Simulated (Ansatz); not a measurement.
Crystal: Ti.

```
Ti
1.0
    -1.64100    1.64100    1.64100
     1.64100   -1.64100    1.64100
     1.64100    1.64100   -1.64100
Ti
1
Direct
  0.00000 0.00000 0.00000
```

This isn't the form of Ti at room conditions, which is hcp.

Below is the output of Ansatz 0.2.0 for this cell. Logs are shortened: lines on timing, memory, paths and dates and some standing lists are left out, and cuts for length are marked.

```text
Warning: RAYON_NUM_THREADS=2 ignored (pool sized by the plan → 2); use --threads N
Engine: ansatz 0.2.0, x86_64-unknown-linux-gnu
Pseudopotentials: kind: paw
Pseudopotential: Ti, paw, valence charge 12, recommended cutoff 500 eV (meta_gga), Ti.paw.azcp
Functional definition: r2SCAN
  parameter k0 = 0.174
  parameter k1 = 0.065
  parameter a1 = 4.9479
  exchange = r2scan_x(k0 = k0, k1 = k1, a1 = a1)
  correlation = r2scan_c
Crystal: 1 atoms, lattice volume = 17.676 Å³
Basis set: ecut = 500 eV, 429 PW (Γ), exchange–correlation on 96×96×96 points (64 copies of the dense FFT grid, shifted against one another)
Bands: 10, of which v1, the nominal top of the filled ones, is band 6 counted from 1 (5 counted from 0)
Symmetry: 48 space group operations
Space group: Im-3m (ITA 229), of the structure as read, at distance tolerance 2.6e-5 Å
k-points: 56 of 1331
Non-local potential: Ti, projectors of the file, l = 0: 3, l = 1: 2, l = 2: 3, l = 3: 1
PAW form: soft (Blöchl's): semilocal exchange-correlation on the pseudo side does not see the compensation charge
PAW frozen core: Ti, regenerated for the run's functional (the file was generated under x = pbe(κ = 0.804, μ = 0.2195149727645171), c = pbe(β = 0.06672455060314922))
PAW one-centre angular grid: Ti, 590 points (default); XC on 160 Gauss nodes
Initial density: superposition of atomic densities (neutral atoms: chi_scale 0, normalization atom), corrected by the library's trained network
Initial wavefunctions: pseudopotential atomic-orbital guess
Functional: x = r2scan, c = r2scan; τ floored in thin density (d = 2e-4 eV/Å³)
SCF iter   1: F=—  HF=-2504.218396 eV  |F-HF|=—  |Δ(HF+E_count)|=         —  Δρ=1.48e-2  dr2=3.42e-2  dr2_τ=6.25e-3  ethr=1.77e-3  ⟨swp⟩=4.5  Hψ=3090  notcnv=0
preconditioner: auto → none  [metal: Δε(μ)=0.033 eV  Ē_g=4.431 eV  σ=0.050 eV  W_gap=0.16  n_scr=0 (ndim 8)  ℏωp=17.7 eV  f_vac=0.000  D(μ)=2.82/eV (n_scr^D=42)]
SCF iter   2: F=—  HF=-2504.237161 eV  |F-HF|=—  |Δ(HF+E_count)|=   1.88e-2  Δρ=5.08e-3  dr2=3.25e-3  dr2_τ=7.90e-4  ethr=2.85e-4  ⟨swp⟩=2.7  Hψ=1490  notcnv=0
SCF iter   3: F=—  HF=-2504.236532 eV  |F-HF|=—  |Δ(HF+E_count)|=   6.29e-4  Δρ=1.98e-3  dr2=2.39e-4  dr2_τ=6.28e-5  ethr=2.71e-5  ⟨swp⟩=2.9  Hψ=1103  notcnv=0
SCF iter   4: F=—  HF=-2504.236962 eV  |F-HF|=—  |Δ(HF+E_count)|=   4.29e-4  Δρ=3.33e-4  dr2=1.23e-5  dr2_τ=9.37e-7  ethr=1.99e-6  ⟨swp⟩=2.0  Hψ=850  notcnv=0
SCF iter   5: F=—  HF=-2504.236978 eV  |F-HF|=—  |Δ(HF+E_count)|=   1.61e-5  Δρ=7.00e-5  dr2=4.83e-7  dr2_τ=1.26e-8  ethr=1.03e-7  ⟨swp⟩=2.2  Hψ=719  notcnv=0
SCF iter   6: F=-2504.236978 eV  HF=-2504.236978 eV  |F-HF|=2.17e-9  |Δ(HF+E_count)|=   7.41e-7  Δρ=4.89e-6  dr2=2.28e-9  dr2_τ=1.39e-10  ethr=8.33e-10  ⟨swp⟩=5.1  Hψ=2495  notcnv=0
[... 44 lines left out ...]
SCF converged after 5 iterations
Free energy (F): -2504.241057 eV
Harris-Foulkes:  -2504.241057 eV  (|F-HF|=1.73e-11)
Internal energy: -2504.219571 eV  (E = F + TS)
E sigma→0 (E₀):  -2504.230314 eV
Entropy (-TS):   -0.021486 eV (-21.486 meV/atom)
Fermi energy:    13.265553 eV
--- Per-component energies (eV) ---
  E_band       = -168.433576
  E_kinetic    = 272.755198
  E_local      = -804.927819  (includes V_loc(G=0)·N_el)
  E_nonlocal   = 7.585560
  E_hartree    = 330.031944
  E_xc         = -92.810264
  E_vxc        = -132.690883  (∫ρ·V_xc dr)
  E_paw        = -1056.879070  (= ΣΔE_a)
  E_vpaw       = -180.367596  (= ΣTr[D̂ρ^β])
  E_aug_tail   = 0.000091  (compensation charges beyond the density's cutoff)
  E_vtau       = 9.148052  (kinetic-family band-sum trace: ∫τ·v_τ [+ j·A + Jᵃ·Aᵃ] dr)
  E_ewald      = -1159.721753
  E_core_change = -0.253457  (= ΣΔE_core)
  E_smearing   = -0.021486  (= −TS)
  E_closure    = -0.000000  (closes the sum)
  Σ components = -2504.241057   (vs F -2504.241057, Δ=0.00e0)
--- Forces (eV/Å), atoms counted from 1 ---
  atom   1  Ti    -0.00000000    -0.00000000     0.00000000
  max |Σ_I F_I| component: 2.26e-32 eV/Å
--- Stress (GPa, compression-positive) ---
       -0.013740      -0.000000       0.000000
       -0.000000      -0.013740      -0.000000
        0.000000      -0.000000      -0.013740
  P = ⅓ Tr σ = -0.0137 GPa (-0.137 kbar)
--- Band table (eV; the first three rows and the last of 56) ---
  k-point 0: bands = ["-45.6456", "-20.4285", "-20.4285", "-20.4285", "6.8845", "14.4143", "14.4143", "14.4143", "16.2116", "16.2116"]
  k-point 1: bands = ["-45.6345", "-20.4875", "-20.4462", "-20.4289", "7.1807", "14.2776", "14.3642", "14.6257", "16.0627", "16.2200"]
  k-point 2: bands = ["-45.6046", "-20.6438", "-20.4937", "-20.4301", "8.0121", "13.9297", "14.1019", "15.2262", "15.8823", "16.2584"]
  k-point 55: bands = ["-45.4110", "-20.9123", "-20.9009", "-20.9009", "11.0433", "11.0582", "17.1510", "17.1510", "17.3561", "21.5318"]
--- Relaxed structure (4 steps of the walk, 4 accepted, 1 SCFs on fresh bases) ---
  F+E_penalty+E_count = -2504.24105695 eV   max|allowed force component| = 0.000e0 eV/Å   (the final SCF, on the basis selected at the relaxed cell)
  cell:  # Å, volume = 17.2183 Å³
    - [-1.6267110350402116, 1.6267110350402116, 1.6267110350402116]
    - [1.6267110350402116, -1.6267110350402116, 1.6267110350402116]
    - [1.6267110350402116, 1.6267110350402116, -1.6267110350402116]
  atoms:
    - { symbol: Ti, position: [0.0, 0.0, 0.0] }
```

Task: What input gives this log?

Result: Relaxation of cell and atoms with r2SCAN, no spin polarisation. The files as run (others can give the same):

input.yaml
```yaml
crystal:
  lattice:
    - [-1.641, 1.641, 1.641]
    - [1.641, -1.641, 1.641]
    - [1.641, 1.641, -1.641]
  atoms:
    - { symbol: Ti, position: [0.0, 0.0, 0.0] }
hamiltonian:
  xc: r2scan
  pseudopotentials: { kind: paw }
kpoints:
  mp_grid: { grid: [11, 11, 11] }
scf:
  occupations: { method: fermi_dirac, width: 0.05 }
output:
  forces: true
  stress: true
  eigenvalues: true
relax:
  f_tol: 0.01
  max_steps: 40
  cell: { stress_tol: 0.05 }
```

Potentials or basis: Ansatz PAW.
Launch:
```bash
$ ansatz run input.yaml --threads 2 --pin off --max-ram 5632MiB --backend cpu --events-out ev --progress --plain --runs-dir out
```

Caveat: the plane-wave basis is chosen anew once the cell has moved, so the energies of steps on either side of that aren't comparable; the PAW data sets come from PBE, with cores solved anew for the run's functional, which leaves a small shift of forces and pressure.
